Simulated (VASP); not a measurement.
# Ru (I4/mmm) in VASP: a series of runs

One crystal, Ru, is run at these levels: r2SCAN; tasks: single point.

Program: VASP 6.6.1. These are calculated values, not measurements. Logs are shortened: lines on timing, memory, paths and dates and some standing lists are left out, and cuts for length are marked.

## 1. The cell of the first run

Symmetry: I4/mmm, No. 139, tetragonal system. The conventional cell has a = 2.925 Å, b = 2.925 Å, c = 3.524 Å, α = 90.00°, β = 90.00°, γ = 90.00°. Ru (site symmetry 4/mmm) is surrounded by 12 Ru at 2.72 to 2.92 Å.

This isn't the form of Ru at room conditions, which is hcp.

## 2. Single point, r2SCAN (strain +0.080 along x and y, -0.080 along z, atoms carried along)

Input file POSCAR:

```
Ru
1.0
    0.0000000000      2.0682000000      1.7618000000
    2.0682000000      0.0000000000      1.7618000000
    2.0682000000      2.0682000000      0.0000000000
Ru
1
Direct
    0.0000000000      0.0000000000      0.0000000000
```

Input file INCAR.step1:

```
ALGO = Normal
EDIFF = 1E-4
ENCUT = 520
GGA = PE
ISMEAR = 0
LASPH = T
LCHARG = F
LREAL = F
LWAVE = T
NBANDS = 13
NELM = 100
PREC = Accurate
SIGMA = 0.15
```

Input file INCAR.step2:

```
ALGO = Normal
EDIFF = 1E-6
ENCUT = 520
ISIF = 2
ISMEAR = 0
ISTART = 1
LASPH = T
LCHARG = F
LMIXTAU = T
LREAL = F
LWAVE = F
METAGGA = R2SCAN
NBANDS = 13
NELM = 100
PREC = Accurate
SIGMA = 0.15
```

Input file KPOINTS:

```
k-points
0
Gamma
  22 22 22
```

Potentials or basis: VASP PAW PBE potentials, release 64 (Ru_pv).

On the command line:

```console
> cat potpaw_PBE.64/Ru_pv/POTCAR > POTCAR
> cp INCAR.step1 INCAR
> mpirun -np 1 vasp_std > vasp.out
> cp INCAR.step2 INCAR
> mpirun -np 1 vasp_std > vasp.out
```

OUTCAR:

```text
EDIFF = 1E-6
   ENCUT = 520
   ISIF = 2
   ISMEAR = 0
   ISTART = 1
   LASPH = T
   LREAL = F
   METAGGA = R2SCAN
   NELM = 100
   PREC = Accurate

 ion  position               nearest neighbor table
   1  0.000  0.000  0.000-

  LATTYP: Found a body centered tetragonal cell.
 ALAT       =     2.9248764897
 C/A-ratio  =     1.2047004420

  Lattice vectors:

 A1 = (   0.0000000000,  -2.0682000000,  -1.7618000000)
 A2 = (   0.0000000000,   2.0682000000,  -1.7618000000)
 A3 = (   2.0682000000,   0.0000000000,   1.7618000000)

Analysis of symmetry for initial positions (statically):
=====================================================================
 Subroutine PRICEL returns:
 Original cell was already a primitive cell.

 Routine SETGRP: Setting up the symmetry group for a
 body centered tetragonal supercell.

 Subroutine GETGRP returns: Found 16 space group operations
 (whereof 16 operations were pure point group operations)
 out of a pool of 16 trial point group operations.

The static configuration has the point symmetry D_4h.

Analysis of symmetry for dynamics (positions and initial velocities):
=====================================================================
 Subroutine PRICEL returns:
 Original cell was already a primitive cell.

 Routine SETGRP: Setting up the symmetry group for a
 body centered tetragonal supercell.

 Subroutine GETGRP returns: Found 16 space group operations
 (whereof 16 operations were pure point group operations)
 out of a pool of 16 trial point group operations.

The dynamic configuration has the point symmetry D_4h.

 Subroutine INISYM returns: Found 16 space group operations
 (whereof 16 operations are pure point group operations),
 and found     1 'primitive' translations

----------------------------------------------------------------------------------------

                                     Primitive cell

  volume of cell :      15.0720

  direct lattice vectors                    reciprocal lattice vectors
     0.000000000  2.068200000  1.761800000    -0.241756116  0.241756116  0.283800658
     2.068200000  0.000000000  1.761800000     0.241756116 -0.241756116  0.283800658
     2.068200000  2.068200000  0.000000000     0.241756116  0.241756116 -0.283800658

  length of vectors
     2.716871451  2.716871451  2.924876490     0.444336419  0.444336419  0.444336419

  position of ions in fractional coordinates (direct lattice)
     0.000000000  0.000000000  0.000000000

  ion indices of the primitive-cell ions
   primitive index   ion index
                 1           1

----------------------------------------------------------------------------------------

 KPOINTS: k-points

Automatic generation of k-mesh.
 Grid dimensions read from file:
 generate k-points for:   22   22   22

 Generating k-lattice:

  Cartesian coordinates                     Fractional coordinates (reciprocal lattice)
    -0.010988914  0.010988914  0.012900030     0.045454545  0.000000000  0.000000000
     0.010988914 -0.010988914  0.012900030     0.000000000  0.045454545  0.000000000
     0.010988914  0.010988914 -0.012900030    -0.000000000 -0.000000000  0.045454545

  Length of vectors
     0.020197110  0.020197110  0.020197110

  Shift w.r.t. Gamma in fractional coordinates (k-lattice)
     0.000000000  0.000000000  0.000000000

 Subroutine IBZKPT returns following result:
 ===========================================

 Found    834 irreducible k-points:

 Following reciprocal coordinates:
            Coordinates               Weight
  0.000000  0.000000  0.000000      1.000000
  0.045455 -0.000000  0.000000      8.000000
  0.090909 -0.000000  0.000000      8.000000
  0.136364  0.000000  0.000000      8.000000
  0.181818 -0.000000  0.000000      8.000000
  0.227273 -0.000000  0.000000      8.000000
[... 16 lines left out ...]
  0.500000  0.045455  0.000000      8.000000
 -0.454545  0.045455  0.000000      8.000000
 [... further k-points ...]
   k-points           NKPTS =    834   k-points in BZ     NKDIM =    834   number of bands    NBANDS=     13
   number of dos      NEDOS =    301   number of ions     NIONS =      1
   total plane-waves  NPLWV =   9600
   dimension x,y,z NGX =    20 NGY =   20 NGZ =   24
   dimension x,y,z NGXF=    40 NGYF=   40 NGZF=   48
   ions per type =               1
   NGX,Y,Z   is equivalent  to a cutoff of  12.24, 12.24, 13.64 a.u.
   NGXF,Y,Z  is equivalent  to a cutoff of  24.48, 24.48, 27.28 a.u.
 SYSTEM =  unknown system
   PREC   = accura    normal or accurate (medium, high low for compatibility)
   ISTART =      1    job   : 0-new  1-cont  2-samecut
   ICHARG =      0    charge: 1-file 2-atom 10-const
   ISPIN  =      1    spin polarized calculation?
   LNONCOLLINEAR =      F non collinear calculations
   LSORBIT =      F    spin-orbit coupling
   LASPH  =      T    aspherical Exc in radial PAW
   ENCUT  =  520.0 eV  38.22 Ry    6.18 a.u.   5.05  5.05  5.44*2*pi/ulx,y,z
   NELM   =    100;   NELMIN=  2; NELMDL=  0     # of ELM steps
   EDIFF  = 0.1E-05   stopping-criterion for ELM
   LREAL  =      F    real-space projection
   EDIFFG = 0.1E-04   stopping-criterion for IOM
   NSW    =      0    number of steps for IOM
   IBRION =     -1    ionic relax: 0-MD 1-quasi-New 2-CG
   NFREE  =      0    steps in history (QN), initial steepest desc. (CG)
   ISIF   =      2    stress and relaxation
   ISYM   =      2    0-nonsym 1-usesym 2-fastsym
   POTIM  = 0.5000    time-step for ionic-motion
   TEBEG  =    0.0;   TEEND  =   0.0 temperature during run
   PSTRESS=    0.0 pullay stress
   NELECT =      14.0000    total number of electrons
   NUPDOWN=      -1.0000    fix difference up-down
   EMIN   =  10.00;   EMAX   =-10.00  energy-range for DOS
   EFERMI =   0.00;   METHOD = LEGACY
   ISMEAR =     0;   SIGMA  =   0.15  broadening in eV -4-tet -1-fermi 0-gaus
   EFERMI_NEDOS =   21; number of points for ismear=-14 and -15
   IALGO  =     38    algorithm
   IMIX   =      4    mixing-type and parameters
     AMIX     =   0.40;   BMIX     =  1.00
     AMIX_MAG =   1.60;   BMIX_MAG =  1.00
  volume/ion in A,a.u.               =      15.07       101.71
  Fermi-wavevector in a.u.,A,eV,Ry     =   1.597326  3.018509 34.714599  2.551451
  Thomas-Fermi vector in A             =   2.694950
   LORBIT       =      0    0 simple, 1 ext, 2 COOP (PROOUT), +10 PAW based schemes
   METAGGA = R2SCAN    functional components
   LHFCALC =     F    Hartree Fock is set to
   AEXX    =    0.0000 exact exchange contribution
   IVDW    =     0    specifies the selected vdW correction
   LEPSILON=     F    determine dielectric tensor
   LRPA    =     F    only Hartree local field effects (RPA)
 non-spin polarized calculation
 Gauss-broadening in eV      SIGMA  =   0.15
  energy-cutoff  :      520.00
  volume of cell :       15.07
 maximum number of plane-waves:       426
   NGX = 11   NGY = 11   NGZ = 11

 number of electron      13.9999998 magnetization

 Free energy of the ion-electron system (eV)
  ---------------------------------------------------
  ext. energy  EPLUGINS =         0.00000000
  ---------------------------------------------------
  free energy    TOTEN  =       -25.01593993 eV

  energy without entropy =      -25.00124075  energy(sigma->0) =      -25.00859034

 E-fermi :  10.9183     XC(G=0): -14.6652

 val. band max:       10.9177049252   @ k =   0.2727   0.1818   0.0000
 cond. band min:      10.9194298376   @ k =   0.4545   0.3182   0.0909
 fundamental gap:      0.0017249124
 Fermi energy:        10.9182761607

 k-point     1 :       0.0000    0.0000    0.0000
  band No.  band energies     occupation
      1     -32.8983      2.00000
      2     -32.8983      2.00000
      3     -32.8837      2.00000
      4       3.1945      2.00000
      5       8.1659      2.00000
      6       8.1659      2.00000
      7       9.6070      2.00000
      8       9.7568      2.00000
      9      11.3907      0.00001
     10      19.4008      0.00000
     11      27.0685      0.00000
     12      30.4704      0.00000
     13      30.4704      0.00000

 k-point     2 :       0.0455   -0.0000    0.0000
  band No.  band energies     occupation
      1     -32.9118      2.00000
      2     -32.9024      2.00000
      3     -32.8882      2.00000
      4       3.2795      2.00000
      5       8.1644      2.00000
      6       8.1965      2.00000
      7       9.6058      2.00000
      8       9.7428      2.00000
      9      11.3611      0.00003
     10      19.4008      0.00000
     11      27.1885      0.00000
     12      30.3809      0.00000
     13      30.5953      0.00000

 k-point     3 :       0.0909   -0.0000    0.0000
  band No.  band energies     occupation
      1     -32.9607      2.00000
      2     -32.9144      2.00000
      3     -32.8914      2.00000
      4       3.5277      2.00000
      5       8.1540      2.00000
      6       8.2688      2.00000
      7       9.6234      2.00000
      8       9.7140      2.00000
      9      11.2821      0.00060
     10      19.4008      0.00000
     11      27.5179      0.00000
     12      30.0252      0.00000
     13      30.9634      0.00000
[... 305 lines left out ...]
 k-point    23 :       0.5000    0.0455    0.0000
  band No.  band energies     occupation
      1     -33.7119      2.00000
      2     -33.1035      2.00000
      3     -32.9274      2.00000
      4       5.3096      2.00000
      5       7.6171      2.00000
      6       9.4110      2.00000
      7      11.0134      0.36990
      8      12.8166      0.00000
      9      12.8352      0.00000
     10      19.4007      0.00000
     11      20.2801      0.00000
     12      26.0113      0.00000
     13      30.6414      0.00000

 k-point    24 :      -0.4545    0.0455    0.0000
  band No.  band energies     occupation
      1     -33.7006      2.00000
      2     -33.0987      2.00000
      3     -32.9302      2.00000
      4       5.3249      2.00000
      5       7.6280      2.00000
      6       9.3693      2.00000
      7      11.0540      0.20054
      8      12.6631      0.00000
      9      12.7008      0.00000
     10      19.4007      0.00000
     11      20.5209      0.00000
     12      26.0692      0.00000
     13      30.9245      0.00000

 [... further k-points ...]

------------------------ aborting loop because EDIFF is reached ----------------------------------------

  FORCE on cell =-STRESS in cart. coord.  units (eV):
  Direction    XX          YY          ZZ          XY          YZ          ZX
  --------------------------------------------------------------------------------------
  -------------------------------------------------------------------------------------
  Total       -3.1913741     -3.1913741     -0.2595994      0.0000000      0.0000000      0.0000000
  in kB     -339.2474778   -339.2474778    -27.5957752      0.0000000      0.0000000      0.0000000
  external PRESSURE =    -235.3635770 kB  Pullay stress =       0.0000000 kB

 VOLUME and BASIS-vectors are now :
 -----------------------------------------------------------------------------
  energy-cutoff  :      520.00
  volume of cell :       15.07
      direct lattice vectors                 reciprocal lattice vectors
     0.000000000  2.068200000  1.761800000    -0.241756116  0.241756116  0.283800658
     2.068200000  0.000000000  1.761800000     0.241756116 -0.241756116  0.283800658
     2.068200000  2.068200000  0.000000000     0.241756116  0.241756116 -0.283800658

 POSITION                                       TOTAL-FORCE (eV/Angst)
 -----------------------------------------------------------------------------------
      0.00000      0.00000      0.00000         0.000000      0.000000      0.000000
 -----------------------------------------------------------------------------------
    total drift:                                0.000000     -0.000000     -0.000000

  FREE ENERGIE OF THE ION-ELECTRON SYSTEM (eV)
  ---------------------------------------------------
  free  energy   TOTEN  =       -25.0159399322 eV

  energy  without entropy=      -25.0012407454  energy(sigma->0) =      -25.00859034
```

It took 3.1 min on 1 thread of Intel Xeon 6975P-C (Granite Rapids), shared host; peak memory 0.26 GiB.

What came out:

- Free energy: -25.0159 eV
- Pressure: -23.5 GPa
- Band gap on the k mesh: none (metal or under the smearing width)

Caveat: so large a pressure means that the cell lies far from this level's equilibrium, or that cutoff or potentials fall short; the potentials were made for another functional, which shifts forces and pressure.

## 3. Single point, r2SCAN (strain +0.000 along x and y, -0.080 along z, atoms carried along)

Input file POSCAR:

```
Ru
1.0
    0.0000000000      1.9150000000      1.7618000000
    1.9150000000      0.0000000000      1.7618000000
    1.9150000000      1.9150000000      0.0000000000
Ru
1
Direct
    0.0000000000      0.0000000000      0.0000000000
```

Input file INCAR.step1:

```
SYSTEM = Ru
ALGO = Normal
EDIFF = 1E-4
ENCUT = 520
GGA = PE
ISMEAR = 0
LASPH = .True.
LCHARG = .False.
LREAL = .False.
LWAVE = .True.
NBANDS = 13
NELM = 100
PREC = Accurate
SIGMA = 0.15
```

Input file INCAR.step2:

```
SYSTEM = Ru
ALGO = Normal
EDIFF = 1E-6
ENCUT = 520
ISIF = 2
ISMEAR = 0
ISTART = 1
LASPH = .True.
LCHARG = .False.
LMIXTAU = .True.
LREAL = .False.
LWAVE = .False.
METAGGA = R2SCAN
NBANDS = 13
NELM = 100
PREC = Accurate
SIGMA = 0.15
```

Input file KPOINTS:

```
k-points
0
Gamma
  22 22 22
  0 0 0
```

Potentials or basis: VASP PAW PBE potentials, release 64 (Ru_pv).

On the command line:

```console
> cat potpaw_PBE.64/Ru_pv/POTCAR > POTCAR
> cp INCAR.step1 INCAR
> mpirun -np 1 vasp_std > vasp.out
> cp INCAR.step2 INCAR
> mpirun -np 1 vasp_std > vasp.out
```

Run time: 2.7 min. Hardware: 1 thread of Intel Xeon 6975P-C (Granite Rapids), shared host; peak memory 0.24 GiB.

It converged, with:

```yaml
Free_energy: -25.2151 eV
Pressure: 20.8 GPa
Band_gap_on_the_k_mesh: none (metal or under the smearing width)
```

Stress tensor (GPa, compression positive):
```
12.10  0.00  0.00
 0.00 12.10  0.00
 0.00  0.00 38.04
```

Levels at points of the mesh, in eV from the Fermi level:
```tsv
k point	band 5	band 6	band 7	band 8	band 9	band 10
(0.00, 0.00, 0.00)	-3.23	-3.23	-2.14	-0.89	0.40	8.54
(0.50, 0.00, 0.00)	-3.66	-2.41	1.13	1.61	2.26	8.54
(0.50, 0.50, 0.00)	-6.77	1.87	2.54	2.54	5.39	8.54
(0.50, 0.00, 0.50)	-6.57	1.80	2.03	2.91	3.35	8.54
```

Caveat: so large a pressure means that the cell lies far from this level's equilibrium, or that cutoff or potentials fall short; the potentials were made for another functional, which shifts forces and pressure.

## 4. Single point, r2SCAN (strain +0.080 along x and y, +0.000 along z, atoms carried along)

Input file POSCAR:

```
Ru
1.0
    0.0000000000      2.0682000000      1.9150000000
    2.0682000000      0.0000000000      1.9150000000
    2.0682000000      2.0682000000      0.0000000000
Ru
1
Direct
    0.0000000000      0.0000000000      0.0000000000
```

Input file INCAR.step1:

```
SYSTEM = Ru
  PREC = Accurate
  ENCUT = 520
  ISMEAR = 0
  SIGMA = 0.15
  LREAL = .FALSE.
  LASPH = .TRUE.
  NELM = 100
  NBANDS = 13
  GGA = PE
  ALGO = Normal
  EDIFF = 1E-4
  LWAVE = .TRUE.
  LCHARG = .FALSE.
```

Input file INCAR.step2:

```
SYSTEM = Ru
  PREC = Accurate
  ENCUT = 520
  EDIFF = 1E-6
  ISMEAR = 0
  SIGMA = 0.15
  LREAL = .FALSE.
  LASPH = .TRUE.
  NELM = 100
  ALGO = Normal
  ISIF = 2
  LWAVE = .FALSE.
  LCHARG = .TRUE.
  METAGGA = R2SCAN
  LMIXTAU = .TRUE.
  LELF = .TRUE.
  LVHAR = .TRUE.
  NBANDS = 13
  ISTART = 1
```

Input file KPOINTS:

```
Automatic mesh
0
G
  22 22 22
  0 0 0
```

On the command line:

```console
> cat potpaw_PBE.64/Ru_pv/POTCAR > POTCAR
> cp INCAR.step1 INCAR
> mpirun -np 1 vasp_std > vasp.out
> cp INCAR.step2 INCAR
> mpirun -np 1 vasp_std > vasp.out
```

It took 2.8 min on 1 thread of Intel Xeon 6975P-C (Granite Rapids), shared host; peak memory 0.28 GiB.

The run converged. Its results:

```yaml
Free_energy: -24.8762 eV
Pressure: -38.4 GPa
Band_gap_on_the_k_mesh: none (metal or under the smearing width)
```

Stress tensor (GPa, compression positive):
```
-42.72   0.00   0.00
  0.00 -42.72   0.00
  0.00   0.00 -29.87
```

Levels at points of the mesh, in eV from the Fermi level:
| k point | band 3 | band 4 | band 5 | band 6 | band 7 | band 8 | band 9 | band 10 | band 11 | band 12 |
| --- | --- | --- | --- | --- | --- | --- | --- | --- | --- | --- |
| (0.00, 0.00, 0.00) | -43.74 | -7.15 | -2.26 | -2.26 | -1.51 | -0.62 | 0.22 | 8.53 | 15.80 | 20.06 |
| (0.50, 0.00, 0.00) | -43.79 | -5.03 | -2.53 | -1.71 | 1.01 | 1.10 | 1.50 | 8.38 | 8.53 | 15.15 |
| (0.50, 0.50, 0.00) | -44.02 | -5.10 | -4.77 | 1.24 | 1.71 | 1.71 | 4.35 | 8.53 | 11.93 | 11.93 |
| (0.50, 0.00, 0.50) | -43.90 | -5.11 | -4.67 | 1.20 | 1.38 | 1.94 | 2.78 | 8.53 | 11.04 | 12.97 |

Caveat: the cell as given lies far from equilibrium; so large a pressure means that the cell lies far from this level's equilibrium, or that cutoff or potentials fall short; the potentials were made for another functional, which shifts forces and pressure.

## 5. Overview

```csv
cell,gap on the mesh (eV),pressure (GPa)
"strain +0.080 along x and y, -0.080 along z, atoms carried along",none,-23.5
"strain +0.000 along x and y, -0.080 along z, atoms carried along",none,20.8
"strain +0.080 along x and y, +0.000 along z, atoms carried along",none,-38.4
```

Alike in all rows: task single point; level r2SCAN; potentials or basis VASP PAW PBE potentials, release 64 (Ru_pv); no spin polarisation; k mesh 22 × 22 × 22; cutoff (eV) 520; smearing gaussian 0.15 eV.

Caveats: so large a pressure means that the cell lies far from this level's equilibrium, or that cutoff or potentials fall short; the potentials were made for another functional, which shifts forces and pressure; the cell as given lies far from equilibrium (some runs).

Absolute energies hang on the potentials; compare differences alone.
